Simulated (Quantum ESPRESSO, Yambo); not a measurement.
Planning a run of Yambo 5.3.0 on SiC (F-43m). The input:

```
optics
bss
bse
em1s
dipoles
rim_cut
RandQpts= 1000000
RandGvec= 1 RL
Chimod= "HARTREE"
BSKmod= "SEX"
BSEmod= "resonant"
BSSmod= "d"
BSENGexx= 20 Ry
BSENGBlk= 4 Ry
% BSEQptR
 1 | 1 |
%
% BSEBands
 2 | 5 |
%
% BEnRange
 0 | 8 | eV
%
% BDmRange
 0.1 | 0.1 | eV
%
BEnSteps= 161
% BLongDir
 1 | 0 | 0 |
%
% BndsRnXs
 1 | 12 |
%
NGsBlkXs= 4 Ry
% LongDrXs
 1 | 1 | 1 |
%
% KfnQP_E
 0.986 | 1.0 | 1.0 |
%
WRbsWF
FFTGvecs= 33 Ry
```

```sh
OMP_NUM_THREADS=1 mpirun -n 8 yambo -F bse9.in -J bse9 -C bse9 > bse9.log
```

The stored states that it reads are on a 8×8×8 mesh. It takes space group F-43m (No. 216, cubic). Conventional cell: a = 4.358 Å, b = 4.358 Å, c = 4.358 Å, α = 90.00°, β = 90.00°, γ = 90.00°. Nearest to Si lie 4 C at 1.89 Å. C has 4 Si at 1.89 Å nearest. Farther neighbours are not listed.

Estimate wall time and host memory on 8 MPI ranks of Arm Neoverse V1, shared host.

It took 18 s; on shared hardware allow 9 s to 36 s. Peak host memory was 2.8 GiB.

The kernel grows as the square of the matrix size, and full diagonalisation as its cube.

[Paths, hosts, dates, memory and timing lines, banners, echoed tables and standing remarks are left out of the program output.]

[Logs are printed without paths, hosts, clocks, repeated set-up lines and the standing remarks that a program may print on its own settings, such as how far it seeks lower states.]

[Runs of the session that timed out or met a known fault of the program may be left out.]

[Hosts, paths, dates, database ids (printed as entryN), source tags and the programs' standing remarks are cut or masked in the printed files.]
